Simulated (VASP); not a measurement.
Write the native input for VASP 6.6.1 that does the following.

```yaml
Task: single point
Functional: PBE
Potentials_or_basis: VASP PAW PBE potentials, release 64 (Al, H)
Cutoff: 520 eV
k_mesh: 2 × 2 × 2
Occupations: gaussian, width 0.05 eV
Spin: no spin polarisation
Dipole_correction: no
Further_INCAR_settings: LREAL = Auto; ALGO = Fast; EDIFF = 1e-07; NBANDS = 70
```

The structure of Al32H (a cell with a defect) lies in POSCAR:

```
Al32H
1.0
    8.1000000000      0.0000000000      0.0000000000
    0.0000000000      8.1000000000      0.0000000000
    0.0000000000      0.0000000000      8.1000000000
Al H
32 1
Direct
    0.5028123457      0.0025404938      0.0000623457
    0.7474340741      0.2471519753      0.0000643210
    0.7509577778     -0.0009934568      0.2492355556
    0.0006417284     -0.0019711111     -0.0005412346
    0.2495104938      0.2513507407     -0.0005102469
    0.4986225926      0.5004706173     -0.0004969136
    0.7519548148      0.7493256790     -0.0005545679
    0.2500860494      0.0025471605      0.2527169136
    0.4993437037      0.2506183951      0.2492001235
    0.7474267901      0.4999039506      0.2527218519
    0.4993662963     -0.0010049383      0.5008239506
    0.7509723457      0.2505987654      0.5008270370
    0.7473883951      0.0025904938      0.7499802469
   -0.0089851852      0.4903604938      0.0094165432
    0.2595696296      0.7589319753      0.0094119753
    0.0000639506      0.2471419753      0.2527251852
    0.2495740741      0.5004203704      0.2485509877
    0.5028223457      0.7499122222      0.2527208642
    0.0000361728      0.0025840741      0.4973066667
    0.2501154321      0.2471020988      0.4972965432
    0.5028670370      0.4998766667      0.4972959259
    0.7473946914      0.7499419753      0.4973066667
    0.2495451852     -0.0018464198      0.7505217284
    0.5028774074      0.2470911111      0.7499804938
    0.7517953086      0.5004448148      0.7505171605
    0.0007244444      0.7492559259      0.2481951852
    0.0006213580      0.5004948148      0.5017374074
    0.2494819753      0.7493412346      0.5017728395
    0.0007056790      0.2515523457      0.7506509877
    0.2597185185      0.4902151852      0.7407404938
    0.4983864198      0.7492703704      0.7506554321
   -0.0092091358      0.7591590123      0.7406530864
    0.1253198765      0.6246069136      0.8750562963
```

The cell was built by a generator and needn't be a form met in nature.

These files were run (other wordings do the same):

INCAR

```
SYSTEM = Al32H
  PREC = Accurate
  ENCUT = 520
  EDIFF = 1E-7
  ISMEAR = 0
  SIGMA = 0.05
  LREAL = Auto
  LASPH = .True.
  NELM = 60
  ALGO = Fast
  ISIF = 2
  LWAVE = .False.
  LCHARG = .True.
  GGA = PE
  LELF = .True.
  LVHAR = .True.
  NBANDS = 70
```

KPOINTS

```
regular mesh
0
Gamma
  2 2 2
  0 0 0
```

Potentials or basis: VASP PAW PBE potentials, release 64 (Al, H).

Launch:

```console
$ cat potpaw_PBE.64/Al/POTCAR potpaw_PBE.64/H/POTCAR > POTCAR
$ mpirun -np 1 vasp_std > vasp.out
```

Results of the run:

* Pressure: 0.9 GPa
* Largest force: 0.022 eV/Å
* Band gap on the k mesh: none (metal or under the smearing width)

Caveat: the k mesh is coarse (spacing up to 0.39 Å⁻¹), so the values aren't converged.

Wall time 4 min on 1 thread of Intel(R) Xeon(R) Platinum 8488C (Sapphire Rapids), on a shared host, peak memory 0.56 GiB.
